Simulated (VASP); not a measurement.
# GaAs (I-4m2) in VASP: further runs, part 2 of 2

VASP 6.6.1.

## 4. Electric field gradients, PBE

File INCAR:

```
ALGO     = Fast           # electronic algorithm
EDIFF    = 1E-8           # SCF threshold, eV
ENCUT    = 400            # plane-wave cutoff, eV
GGA      = PE             # functional
ISIF     = 2              # what is computed and relaxed
ISMEAR   = 0              # smearing method
LASPH    = T              # aspherical terms in the spheres
LCHARG   = F              # write CHGCAR
LEFG     = T            
LREAL    = F              # projectors in reciprocal space
LWAVE    = F              # write WAVECAR
NELM     = 80             # most SCF steps
PREC     = Accurate       # precision mode
SIGMA    = 0.02           # smearing width, eV
```

File KPOINTS:

```
k-points
0
Gamma
  12 12 12
```

File POSCAR:

```
GaAs
1.0
    0.0000000000      2.8335662500      2.8123675000
    2.8335662500      0.0000000000      2.8123675000
    2.8335662500      2.8335662500      0.0000000000
Ga As
1 1
Direct
    0.0000000000      0.0000000000      0.0000000000
    0.2500000000      0.2500000000      0.2500000000
```

Potentials or basis: VASP PAW PBE potentials, release 64 (Ga_d, As).

Command:

```console
$ cat potpaw_PBE.64/Ga_d/POTCAR potpaw_PBE.64/As/POTCAR > POTCAR
$ mpirun -np 1 vasp_std > vasp.out
```

OUTCAR:

```text
EDIFF = 1E-8
   ENCUT = 400
   GGA = PE
   ISIF = 2
   ISMEAR = 0
   LASPH = T
   LREAL = F
   NELM = 80
   PREC = Accurate

 ion  position               nearest neighbor table
   1  0.000  0.000  0.000-   2 2.45   2 2.45   2 2.45   2 2.45
   2  0.250  0.250  0.250-   1 2.45   1 2.45   1 2.45   1 2.45

  LATTYP: Found a body centered tetragonal cell.
 ALAT       =     4.0072678206
 C/A-ratio  =     1.4036334110

  Lattice vectors:

 A1 = (   0.0000000000,  -2.8335662500,  -2.8123675000)
 A2 = (   0.0000000000,   2.8335662500,  -2.8123675000)
 A3 = (   2.8335662500,   0.0000000000,   2.8123675000)

Analysis of symmetry for initial positions (statically):
=====================================================================
 Subroutine PRICEL returns:
 Original cell was already a primitive cell.

 Routine SETGRP: Setting up the symmetry group for a
 body centered tetragonal supercell.

 Subroutine GETGRP returns: Found  8 space group operations
[... 576 lines left out ...]
     0.000000000  2.833566250  2.812367500    -0.176456083  0.176456083  0.177786153
     2.833566250  0.000000000  2.812367500     0.176456083 -0.176456083  0.177786153
     2.833566250  2.833566250  0.000000000     0.176456083  0.176456083 -0.177786153

 POSITION                                       TOTAL-FORCE (eV/Angst)
 -----------------------------------------------------------------------------------
      0.00000      0.00000      0.00000        -0.000000     -0.000000     -0.000000
      1.41678      1.41678      1.40618         0.000000      0.000000      0.000000
 -----------------------------------------------------------------------------------
    total drift:                                0.000003      0.000003      0.000002

  FREE ENERGIE OF THE ION-ELECTRON SYSTEM (eV)
  ---------------------------------------------------
  free  energy   TOTEN  =        -8.2499062848 eV

  energy  without entropy=       -8.2499062848  energy(sigma->0) =       -8.24990628

 Electric field gradients (V/A^2)
---------------------------------------------------------------------
 ion       V_xx      V_yy      V_zz      V_xy      V_xz      V_yz
---------------------------------------------------------------------
   1      -0.607    -0.607     1.214     0.003     0.004     0.004
   2       0.895     0.895    -1.790    -0.000    -0.000    -0.000
---------------------------------------------------------------------

 Electric field gradients after diagonalization (V/A^2)
 (convention: |V_zz| > |V_xx| > |V_yy|)
----------------------------------------------------------------------
 ion       V_xx      V_yy      V_zz     asymmetry (V_yy - V_xx)/ V_zz
----------------------------------------------------------------------
   1      -0.609    -0.604     1.214       0.004
   2       0.895     0.895    -1.790       0.000
----------------------------------------------------------------------

           NMR quadrupolar parameters

 Cq : quadrupolar parameter    Cq=e*Q*V_zz/h
 eta: asymmetry parameters     (V_yy - V_xx)/ V_zz
 Q  : nuclear electric quadrupole moment in mb (millibarn)
----------------------------------------------------------------------
 ion       Cq(MHz)       eta       Q (mb)
----------------------------------------------------------------------
   1       0.003       0.004       1.000
   2      -0.004       0.000       1.000
----------------------------------------------------------------------
```

OSZICAR:

```text
N       E                     dE             d eps       ncg     rms          rms(c)
DAV:   1     0.713899640243E+02    0.71390E+02   -0.81581E+03  4302   0.163E+03
DAV:   2    -0.315146198218E+01   -0.74541E+02   -0.72071E+02  4668   0.288E+02
DAV:   3    -0.832633536162E+01   -0.51749E+01   -0.51538E+01  5258   0.685E+01
DAV:   4    -0.840755672385E+01   -0.81221E-01   -0.81195E-01  4920   0.955E+00
DAV:   5    -0.840895192950E+01   -0.13952E-02   -0.13951E-02  5245   0.104E+00    0.290E+00
RMM:   6    -0.826769604790E+01    0.14126E+00   -0.20079E-01  5967   0.449E+00    0.171E+00
RMM:   7    -0.824914612150E+01    0.18550E-01   -0.10471E-01  5697   0.182E+00    0.596E-01
RMM:   8    -0.824938291935E+01   -0.23680E-03   -0.14255E-02  6068   0.144E+00    0.113E-01
RMM:   9    -0.824977075178E+01   -0.38783E-03   -0.36268E-03  6048   0.657E-01    0.512E-02
RMM:  10    -0.824987764538E+01   -0.10689E-03   -0.47209E-04  6701   0.218E-01    0.215E-02
RMM:  11    -0.824990366270E+01   -0.26017E-04   -0.74658E-05  5891   0.835E-02    0.581E-03
RMM:  12    -0.824990590905E+01   -0.22463E-05   -0.18491E-05  6801   0.388E-02    0.392E-03
RMM:  13    -0.824990616347E+01   -0.25442E-06   -0.22943E-06  6140   0.162E-02    0.740E-04
RMM:  14    -0.824990624453E+01   -0.81065E-07   -0.52445E-07  6948   0.738E-03    0.462E-04
RMM:  15    -0.824990628589E+01   -0.41356E-07   -0.83111E-08  5687   0.310E-03    0.456E-04
RMM:  16    -0.824990628480E+01    0.10814E-08   -0.20637E-08  4197   0.187E-03
   1 F= -.82499063E+01 E0= -.82499063E+01  d E =-.112678E-11
```

stdout:

```text
POSCAR found type information on POSCAR GaAs
 POSCAR found :  2 types and       2 ions
 scaLAPACK will be used
 LDA part: xc-table for (Slater+PW92), standard interpolation
 POSCAR, INCAR and KPOINTS ok, starting setup
 FFT: planning ... GRIDC
 FFT: planning ... GRID_SOFT
 FFT: planning ... GRID
 WAVECAR not read
 entering main loop
WARNING in EDDRMM: call to ZHEGV failed, returncode =   8  4     13
ion   1

ion   2
```

Wall time 54 s (1 thread of Intel Xeon Platinum 8488C (Sapphire Rapids), shared host); peak memory 0.21 GiB.

Results:

- Free energy: -8.2499 eV
- Pressure: 3.3 GPa
- Band gap on the k mesh: 0.49 eV, direct

Stress tensor (GPa, compression positive):
```
3.17 0.00 0.00
0.00 3.17 0.00
0.00 0.00 3.61
```

Levels at points of the mesh, in eV from the valence-band top:
| k point | band 5 | band 6 | band 7 | band 8 | band 9 | band 10 | band 11 | band 12 | band 13 |
| --- | --- | --- | --- | --- | --- | --- | --- | --- | --- |
| (0.00, 0.00, 0.00) | -14.75 | -12.76 | -0.04 | -0.04 | 0.00 | 0.49 | 3.69 | 3.71 | 3.71 |
| (0.50, 0.00, 0.00) | -14.75 | -10.99 | -6.67 | -1.20 | -1.14 | 0.97 | 4.58 | 4.63 | 7.73 |
| (0.50, 0.50, 0.00) | -14.74 | -10.23 | -6.82 | -2.74 | -2.74 | 1.40 | 1.58 | 10.14 | 10.28 |
| (0.50, 0.00, 0.50) | -14.74 | -10.26 | -6.86 | -2.69 | -2.69 | 1.45 | 1.65 | 10.12 | 10.16 |

Electric field gradients, principal values (V/Å²):
```
atom     Vxx     Vyy     Vzz
1 Ga  -0.604  -0.609   1.214
2 As   0.895   0.895  -1.790
```

A k mesh can miss the band edges. Expect the measured gap to be larger: semilocal functionals such as PBE lack the derivative discontinuity.

## 5. Summary

| level | k mesh | cutoff (eV) | further INCAR settings | gap on the mesh (eV) | pressure (GPa) |
| --- | --- | --- | --- | --- | --- |
| r2SCAN | 12 × 12 × 12 | 600 | ALGO = Normal; EDIFF = 1e-08 | 0.97 | 0.6 |
| PBE | 8 × 8 × 8 | 600 | ALGO = Fast; EDIFF = 1e-08 | 0.49 | 3.5 |
| PBE | 12 × 12 × 12 | 400 | ALGO = Fast; EDIFF = 1e-08 | 0.49 | 3.3 |

Alike in all rows: task electric field gradients; potentials or basis VASP PAW PBE potentials, release 64 (Ga_d, As); no spin polarisation; cell as given; smearing gaussian 0.02 eV.

On the cell as given the gap runs from 0.49 eV (PBE) to 0.97 eV (r2SCAN); the meshes differ, which moves gaps too. The pressure there spans 0.6 GPa (r2SCAN) to 3.5 GPa (PBE); a positive pressure means that this level wants a larger cell, a negative one a smaller.

Caveats: the PAW data sets were made with another functional, which shifts forces and pressure a little (some runs).

Total energies depend on the potentials used, so only differences within one code and one set of settings carry meaning.
